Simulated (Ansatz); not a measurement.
Rows from a G0W0 calculation on AlAs (F-43m) (Ansatz 0.2.0; G0W0 on PBE, plane waves, PAW; 8×8×8 mesh, 189 empty bands, screening to 150 eV, hard PAW files), in eV. Spin-orbit coupling is left out.

```
row                        k  band   start       Σx  Σc at the solution      Vxc
  A  (0.000, -0.500, -0.500)    c2   9.384   -6.542              -3.733  -10.311
  B                        Γ    v1   7.081  -15.695               1.027  -13.947
  C  (0.000, -0.500, -0.500)    v1   4.912  -15.347               1.915  -12.636
  D                        Γ    c1   9.134   -9.723              -3.873  -13.835
  E                        Γ    c2  11.380   -6.715              -4.352  -11.227
  F  (0.000, -0.500, -0.500)    c1   8.524   -5.566              -3.612   -9.146
```

Q: Give the quasiparticle energies and the shift of each level.

The quasiparticle equation reads E = start + Σx + Σc(E) − Vxc.

```
row  E (eV)  shift (eV)
  A   9.419      +0.035
  B   6.361      −0.721
  C   4.117      −0.795
  D   9.373      +0.239
  E  11.541      +0.160
  F   8.492      −0.032
```

Limits: not at the basis limit; no spin-orbit coupling.

[Paths, hosts, dates, memory and timing lines, banners, echoed tables and standing remarks are left out of the program output.]

[Logs are printed without paths, hosts, clocks, repeated set-up lines and the standing remarks that a program may print on its own settings, such as how far it seeks lower states.]

[Runs of the session that timed out or met a known fault of the program may be left out.]

[Cells called generated may have been cut or substituted from an entry of the Crystallography Open Database or the Materials Project.]

[Hosts, paths, dates, database ids (printed as entryN), source tags and the programs' standing remarks are cut or masked in the printed files.]
